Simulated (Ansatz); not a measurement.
Input for Ansatz (plane-wave DFT), In:

```yaml
crystal:
  lattice:
    - [1.6696368166, 0.9639652655, 8.20746325]
    - [-1.6696368166, 0.9639652655, 8.20746325]
    - [0.0, -1.927930531, 8.20746325]
  atoms:
    - { symbol: In, position: [0.0, 0.0, 0.0] }
    - { symbol: In, position: [0.77801224, 0.77801224, 0.77801224] }
    - { symbol: In, position: [0.22198776, 0.22198776, 0.22198776] }
basis:
  ecutwfc: 420
kpoints:
  mp_grid: { grid: [6, 6, 6] }
hamiltonian:
  xc: pbe
scf:
  occupations: { method: fermi_dirac, width: "100 K" }
output:
  forces: true
  stress: true
  eigenvalues: true
```

Command:

```bash
ansatz run input.yaml --threads 1 --pin off --max-ram 1331MiB --backend cpu --events-out ev --progress --plain --runs-dir out
```

From the log (HF is the Harris–Foulkes energy, dr2 the density residual in eV):

```text
basis.fft_grid_basis auto: the FFT boxes are laid along the combinations [[1, 0, -1], [0, 1, -1], [0, 0, 1]] of the cell's own vectors, 3.339, 3.339 and 8.431 Å long. The dense box has 24×24×60 points. Along the cell's own vectors, as sized, it would have 60×60×60, 6.25 times as many. Of the 12 symmetry operations that the crystal satisfies within crystal.symmetry.tolerance (time reversal apart …
Pseudopotential: In, paw, valence charge 13, recommended cutoff 420 eV (normal)
Crystal: 3 atoms, lattice volume = 79.258 Å³
Basis set: ecut = 420 eV, 1569 PW (Γ), FFT grids on a1−a3, a2−a3, a3, exchange–correlation on 48×48×120 points (8 copies of the dense FFT grid, shifted against one another)
Bands: 24, of which v1, the nominal top of the filled ones, is band 20 counted from 1 (19 counted from 0)
Symmetry: 12 space group operations
Space group: R-3m (ITA 166), of the structure as read, at distance tolerance 4.3e-5 Å
k-points: 32 of 216
Initial density: superposition of atomic densities, corrected by the library's trained network
SCF iter   1: HF=-16793.592953 eV  Δρ=1.46e-3  dr2=1.35e-3
SCF iter   2: HF=-16793.589979 eV  Δρ=7.06e-4  dr2=4.81e-4
SCF iter   3: HF=-16793.589996 eV  Δρ=5.14e-4  dr2=1.48e-4
SCF iter   4: HF=-16793.589965 eV  Δρ=2.04e-4  dr2=2.03e-5
SCF iter   5: HF=-16793.589962 eV  Δρ=8.75e-5  dr2=8.46e-6
SCF iter   6: HF=-16793.589960 eV  Δρ=4.45e-5  dr2=9.89e-7
SCF iter   7: F=-16793.589960 eV  HF=-16793.589960 eV  Δρ=2.19e-6  dr2=3.09e-9
SCF 1 converged in 7 iterations: F = -16793.589960 eV  dr2 = 3.09e-9
SCF converged after 7 iterations
Free energy (F): -16793.589960 eV
E sigma→0 (E₀):  -16793.589847 eV
Entropy (-TS):   -0.000226 eV (-0.075 meV/atom)
Fermi energy:    10.028331 eV
--- Forces (eV/Å), atoms counted from 1 ---
  atom   1  In    -0.00000000     0.00000000     0.00000000
  atom   2  In     0.00000000    -0.00000000     0.00207140
  atom   3  In     0.00000000     0.00000000    -0.00207140
--- Stress (GPa, compression-positive) ---
        2.062090       0.000000      -0.000000
       -0.000000       2.062090      -0.000000
       -0.000000      -0.000000       0.250535
  P = ⅓ Tr σ = 1.4582 GPa (14.582 kbar)
```

The inputs are trials, many of them unsound on purpose. Their numbers show the effect of the settings and aren't properties of the material.